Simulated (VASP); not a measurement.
# Settings for PbSe: relaxation of the atoms

PbSe, P1 (no. 1), 8 atoms in the cell. PBE, relaxation of the atoms; PAW potentials Pb_d, Se (PBE set). VASP 6.6.1.

Wanted: energy within 1 meV/atom; two shortest distances of each atom within 0.01 Å.

POSCAR:
```
PbSe
1.0
   -3.7843220000      3.7843220000      3.7843220000
    3.7843220000     -3.7843220000      3.7843220000
    3.7843220000      3.7843220000     -3.7843220000
Pb Se
4 4
Direct
    0.0046200000      0.0067230000      0.0097060000
    0.5064480000      0.4926920000     -0.0046190000
    0.5027310000     -0.0010430000      0.4994260000
   -0.0006610000      0.5082310000      0.5019750000
    0.4881700000      0.4893800000      0.4907890000
   -0.0082390000      0.0033390000      0.5048670000
   -0.0082050000      0.4934520000     -0.0104900000
    0.5151360000      0.0072270000      0.0083450000
```

The series start from Force threshold EDIFFG (eV/Å): -0.02; Electronic threshold EDIFF (eV): 1e-6; Relaxation method: conjugate gradient, POTIM 0.5; Mixing and least electronic steps: default. Each series keeps the choices made before it, and each single choice may use up half of a tolerance.

## Force threshold EDIFFG (eV/Å)

| Force threshold EDIFFG (eV/Å) | Energy less reference (meV/atom) | Two shortest distances of each atom, largest deviation (Å) | Time (s) |
|---|---|---|---|
| -0.1 | 0.8 | 0.035 | 75 |
| -0.05 | 0.4 | 0.038 | 77 |
| -0.03 | 0.2 | 0.043 | 85 |
| -0.02 | 0.2 | 0.043 | 84 |
| -0.01 | 0.0 | 0.005 | 124 |
| -0.005 | 0.0 | 0.005 | 126 |
| -0.002 (reference) | 0.0 | 0.000 | 142 |

Chosen: -0.01, the loosest value from which every tighter one stays within half of the tolerance.

## Electronic threshold EDIFF (eV)

| Electronic threshold EDIFF (eV) | Energy less reference (meV/atom) | Two shortest distances of each atom, largest deviation (Å) | Time (s) |
|---|---|---|---|
| 0.001 | 0.7 | 0.031 | 76 |
| 0.0001 | 0.2 | 0.029 | 83 |
| 1e-5 | 0.0 | 0.006 | 104 |
| 1e-6 | 0.0 | 0.010 | 124 |
| 1e-7 (reference) | 0.0 | 0.000 | 114 |

Chosen: 1e-7; the next looser run is off by more than half of the tolerance, so convergence isn't shown beyond this value.

## Relaxation method

| Relaxation method | Energy less reference (meV/atom) | Two shortest distances of each atom, largest deviation (Å) | Time (s) |
|---|---|---|---|
| conjugate gradient, POTIM 0.5 | 0.0 | 0.000 | 114 |
| conjugate gradient, POTIM 0.2 | 0.0 | 0.002 | 123 |
| conjugate gradient, POTIM 1.0 | 0.0 | 0.003 | 112 |
| quasi-Newton, POTIM 0.5 | 34.3 | 0.282 | 294 |
| quasi-Newton, POTIM 0.3, 10 steps kept | 34.3 | 0.287 | 132 |
| quasi-Newton, POTIM 0.5, at least 5 electronic steps | no result | no result | 458 |
| damped dynamics, POTIM 0.2, SMASS 0.4 | 0.1 | 0.017 | 225 |
| damped dynamics, POTIM 0.4, SMASS 0.8 | 0.1 | 0.017 | 219 |
| velocity quench, POTIM 0.1 | 0.0 | 0.015 | 91 |

Chosen: conjugate gradient, POTIM 0.5; no other choice that stays within half of the tolerance saves 30 % of the time.

## Mixing and least electronic steps

| Mixing and least electronic steps | Energy less reference (meV/atom) | Two shortest distances of each atom, largest deviation (Å) | Time (s) |
|---|---|---|---|
| default | 0.0 | 0.000 | 114 |
| MAXMIX 40 | 0.0 | 0.004 | 132 |
| NELMIN 4 | 0.0 | 0.000 | 110 |
| NELMIN 4, MAXMIX 40 | 0.0 | 0.004 | 128 |
| ALGO Fast | 0.0 | 0.010 | 167 |

Chosen: default.

## All choices together

| Input | Energy less reference (meV/atom) | Two shortest distances of each atom, largest deviation (Å) | Time (s) |
|---|---|---|---|
| program defaults (naive) | 0.4 | 0.033 | 57 |
| chosen settings | 0.0 | 0.004 | 134 |
| reference settings throughout | 0.0 | 0.000 | 156 |

The chosen settings stay within the tolerance of the reference run, but the reference itself isn't shown to be converged in: Electronic threshold EDIFF (eV).

1 cheaper combination failed this check first and made the worst setting one step tighter.

## The input

INCAR:
```
ALGO     = Normal         # electronic algorithm
EDIFF    = 1E-7           # SCF threshold, eV
EDIFFG   = -0.005         # ionic threshold
ENCUT    = 300            # plane-wave cutoff, eV
IBRION   = 2              # ionic algorithm
ISIF     = 2              # what is computed and relaxed
ISMEAR   = 0              # smearing method
KPAR     = 8            
LASPH    = T              # aspherical terms in the spheres
LCHARG   = F              # write CHGCAR
LREAL    = F              # projectors in reciprocal space
LWAVE    = F              # write WAVECAR
NELM     = 100            # most SCF steps
NSW      = 150            # ionic steps
POTIM    = 0.5            # step
PREC     = Normal         # precision mode
SIGMA    = 0.05           # smearing width, eV
```

KPOINTS:
```
k-points
0
Gamma
  3 3 3
```

Commands:
```
cat potpaw_PBE.64/Pb_d/POTCAR potpaw_PBE.64/Se/POTCAR > POTCAR
mpirun -np 8 vasp_std > vasp.out
```

Limits: the start was distorted on purpose (atoms moved at random), so the space group given is the start's and not the crystal's.

The chosen input took VASP 6.6.1 134 s on 8 cores (AMD EPYC 9R45 (Zen 5)), a shared host.

## An input that fails: ionic step far too long

VASP's message: internal error in: us.F  at line: 1398 internal ERROR SETYLM_AUG: -23 12 593 33 -24 11 11 If you are not a developer, you should not encounter this problem. Please submit a bug report.

Changes against the starting input:
```
- NELM = 100
- IBRION = 2
- NSW = 150
- POTIM = 0.5
+ NELM = 60
+ IBRION = 3
+ NSW = 30
+ POTIM = 5.0
+ SMASS = 0.4
```
